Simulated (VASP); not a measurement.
# Settings for Ru: relaxation of the cell

Ru, P6_3/mmc (no. 194), 2 atoms in the cell. TPSS; PAW potentials Ru_pv (PBE set). VASP 6.6.1. The cell is changed on purpose: volume scaled by 1.06.

Wanted: cell volume within 0.2 %; lattice lengths within 0.1 %; shortest distances from each atom, periodic images included within 0.005 Å.

What the run is for: cell; Accuracy asked: standard.

The series start from Plane-wave cutoff (eV): 360; Smearing width (eV): 0.1; k-point mesh: 12 × 12 × 7; Relaxation passes: 2; Ionic threshold (EDIFFG): -0.005; Electronic threshold (eV): 1e-6; Precision mode (PREC): Accurate; Relaxation algorithm: IBRION=2 POTIM=0.5. Each series keeps the choices made before it, and each single choice may use up half of a tolerance. Times cover all steps of a run.

## Plane-wave cutoff (eV)

| Plane-wave cutoff (eV) | Cell volume (Å³) | Lattice lengths, largest deviation against the largest value | Shortest distances from each atom, periodic images included, largest deviation (Å) | Time (s) |
|---|---|---|---|---|
| 240 | 26.25 | 1.1 % | 0.0311 | 132 |
| 280 | 27.15 | 0.089 % | 0.0024 | 109 |
| 310 | 27.18 | 0.045 % | 0.0013 | 113 |
| 360 | 27.16 | 0.079 % | 0.0022 | 119 |
| 420 | 27.19 | 0.044 % | 0.0012 | 167 |
| 500 | 27.19 | 0.034 % | 0.0009 | 158 |
| 620 (reference) | 27.22 | 0 % | 0.0000 | 188 |

Chosen: 620; the next looser run is off by more than half of the tolerance, so convergence isn't shown beyond this value.

## Smearing width (eV)

| Smearing width (eV) | Cell volume (Å³) | Lattice lengths, largest deviation against the largest value | Shortest distances from each atom, periodic images included, largest deviation (Å) | Time (s) |
|---|---|---|---|---|
| 0.4 | 27.23 | 0.0035 % | 0.0001 | 162 |
| 0.3 | 27.23 | 0.021 % | 0.0004 | 156 |
| 0.2 | 27.23 | 0.007 % | 0.0002 | 168 |
| 0.15 | 27.23 | 0.0033 % | 0.0000 | 181 |
| 0.1 | 27.22 | 0.0044 % | 0.0000 | 188 |
| 0.05 (reference) | 27.22 | 0 % | 0.0000 | 181 |

Chosen: 0.4, the loosest value from which every tighter one stays within half of the tolerance.

## k-point mesh

| k-point mesh | Cell volume (Å³) | Lattice lengths, largest deviation against the largest value | Shortest distances from each atom, periodic images included, largest deviation (Å) | Time (s) |
|---|---|---|---|---|
| 5 × 5 × 3 | 27.15 | 0.93 % | 0.0106 | 126 |
| 6 × 6 × 4 | 27.32 | 0.73 % | 0.0076 | 119 |
| 8 × 8 × 5 | 27.2 | 0.055 % | 0.0002 | 141 |
| 10 × 10 × 6 | 27.26 | 0.39 % | 0.0045 | 178 |
| 12 × 12 × 7 | 27.23 | 0.16 % | 0.0020 | 162 |
| 15 × 15 × 8 (reference) | 27.23 | 0 % | 0.0000 | 298 |

Chosen: 15 × 15 × 8; the next looser run is off by more than half of the tolerance, so convergence isn't shown beyond this value.

## Relaxation passes

| Relaxation passes | Cell volume (Å³) | Lattice lengths, largest deviation against the largest value | Shortest distances from each atom, periodic images included, largest deviation (Å) | Time (s) |
|---|---|---|---|---|
| 1 | 27.24 | 0.011 % | 0.0003 | 249 |
| 2 | 27.23 | 0 % | 0.0000 | 298 |
| 3 (reference) | 27.23 | 0 % | 0.0000 | 325 |

Chosen: 1.

## Ionic threshold (EDIFFG)

| Ionic threshold (EDIFFG) | Cell volume (Å³) | Lattice lengths, largest deviation against the largest value | Shortest distances from each atom, periodic images included, largest deviation (Å) | Time (s) |
|---|---|---|---|---|
| -0.05 | 27.26 | 0.041 % | 0.0001 | 125 |
| -0.02 | 27.23 | 0.034 % | 0.0003 | 171 |
| -0.01 | 27.23 | 0.0072 % | 0.0001 | 218 |
| -0.005 | 27.24 | 0 % | 0.0000 | 249 |
| -0.002 (reference) | 27.24 | 0 % | 0.0000 | 239 |

Chosen: -0.05.

## Electronic threshold (eV)

| Electronic threshold (eV) | Cell volume (Å³) | Lattice lengths, largest deviation against the largest value | Shortest distances from each atom, periodic images included, largest deviation (Å) | Time (s) |
|---|---|---|---|---|
| 0.0001 | 27.27 | 0.0058 % | 0.0002 | 118 |
| 1e-5 | 27.26 | 0.0007 % | 0.0000 | 117 |
| 1e-6 | 27.26 | 0.0007 % | 0.0000 | 125 |
| 1e-7 (reference) | 27.26 | 0 % | 0.0000 | 152 |

Chosen: 0.0001.

## Precision mode (PREC)

| Precision mode (PREC) | Cell volume (Å³) | Lattice lengths, largest deviation against the largest value | Shortest distances from each atom, periodic images included, largest deviation (Å) | Time (s) |
|---|---|---|---|---|
| Normal | 27.27 | 0.0051 % | 0.0001 | 84 |
| Accurate (reference) | 27.27 | 0 % | 0.0000 | 118 |

Chosen: Normal.

## Relaxation algorithm

| Relaxation algorithm | Cell volume (Å³) | Lattice lengths, largest deviation against the largest value | Shortest distances from each atom, periodic images included, largest deviation (Å) | Time (s) |
|---|---|---|---|---|
| IBRION=2 POTIM=0.5 | 27.27 | 0 % | 0.0000 | 84 |
| IBRION=2 POTIM=0.2 | 27.25 | 0.036 % | 0.0002 | 95 |
| IBRION=1 POTIM=0.5 | 27.24 | 0.045 % | 0.0000 | 95 |
| IBRION=1 POTIM=0.2 | 27.2 | 0.071 % | 0.0012 | 77 |

Chosen: IBRION=2 POTIM=0.5; no other choice that stays within half of the tolerance saves 30 % of the time.

## All choices together

| Input | Cell volume (Å³) | Lattice lengths, largest deviation against the largest value | Shortest distances from each atom, periodic images included, largest deviation (Å) | Time (s) |
|---|---|---|---|---|
| the program's defaults (naive) | 26.3 | 1.4 % | 0.0340 | 7.2 |
| chosen settings | 27.27 | 0.038 % | 0.0005 | 84 |
| reference settings throughout | 27.23 | 0 % | 0.0000 | 370 |

The chosen settings stay within the tolerance of the reference run, but the reference itself isn't shown to be converged in: Plane-wave cutoff (eV), k-point mesh.

Values of the reference run: Lattice lengths: 2.709, 2.709, 4.284 Å; Shortest distances from each atom, periodic images included: 2.652, 2.652, 2.652, 2.652, 2.652, 2.652, 2.652, 2.652 Å.

## The input

INCAR.step1:
```
SYSTEM = Ru
ALGO = Normal
EDIFF = 1E-4
EDIFFG = -0.05
ENCUT = 620
GGA_COMPAT = .False.
IBRION = 2
ISIF = 3
ISMEAR = 2
KPAR = 8
LASPH = .True.
LCHARG = .False.
LMIXTAU = .True.
LREAL = .False.
LWAVE = .False.
METAGGA = TPSS
NELM = 120
NELMIN = 4
NSW = 80
POTIM = 0.5
PREC = Normal
SIGMA = 0.4
```

INCAR.step2, as INCAR.step1 but for:
```
- EDIFFG = -0.05
- IBRION = 2
- ISIF = 3
- NELMIN = 4
- NSW = 80
- POTIM = 0.5
+ ISIF = 2
```

KPOINTS:
```
Automatic mesh
0
Gamma
  15 15 8
  0 0 0
```

POSCAR.step1:
```
Ru
1.0
    2.7588683749      0.0000000000      0.0000000000
   -1.3794341875      2.3892500984      0.0000000000
    0.0000000000      0.0000000000      4.3658801443
Ru
2
Direct
    0.6666666667      0.3333333333      0.7500000000
    0.3333333333      0.6666666667      0.2500000000
```

Commands (each step's output is kept before the next begins):
```
cat potpaw_PBE.64/Ru_pv/POTCAR > POTCAR
cp INCAR.step1 INCAR
cp POSCAR.step1 POSCAR
mpirun -np 8 vasp_std > vasp.out
cp CONTCAR POSCAR
cp INCAR.step2 INCAR
mpirun -np 8 vasp_std > vasp.out
```

The chosen input took VASP 6.6.1 84 s on 8 cores (Intel Xeon Platinum 8559C (Emerald Rapids)), a shared host.
